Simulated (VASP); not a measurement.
All cells: G0W0@PBE in VASP with _GW potentials, real axis with 200 points, bands to about 270 eV, response cutoff 180 eV, meshes of 6×6×6 or like density, handbook lattice constants, no spin-orbit coupling; edges are sought among the points solved (high-symmetry points and, for some cells, the mesh's band edge), and the crystal's can lie elsewhere. Band sums and response are cut, so the gaps aren't at their basis limit.

Problem. Which cell has the electronic dielectric constant on this mesh equal to 15.3?
A.
```
B P
1.0
     0.00000    2.26900    2.26900
     2.26900    0.00000    2.26900
     2.26900    2.26900    0.00000
B P
1 1
Direct
  0.00000 0.00000 0.00000
  0.25000 0.25000 0.25000
```
B.
```
CELL_PARAMETERS angstrom
0.00000 2.71550 2.71550
2.71550 0.00000 2.71550
2.71550 2.71550 0.00000
ATOMIC_POSITIONS crystal
Si 0.00000 0.00000 0.00000
Si 0.25000 0.25000 0.25000
```
C.
```cif
data_structure
_symmetry_space_group_name_H-M 'P 1'
_symmetry_Int_Tables_number 1
_cell_length_a 3.3778
_cell_length_b 3.3778
_cell_length_c 3.3778
_cell_angle_alpha 60.000
_cell_angle_beta 60.000
_cell_angle_gamma 60.000
_cell_volume 27.25
loop_
_atom_site_label
_atom_site_type_symbol
_atom_site_fract_x
_atom_site_fract_y
_atom_site_fract_z
_atom_site_occupancy
B1 B 0.00000 0.00000 0.00000 1
As1 As 0.25000 0.25000 0.25000 1
```

Solution. B. The others: BP 9.8, BAs 10.6.

Coarse meshes can put the dielectric constant off by a tenth and more.
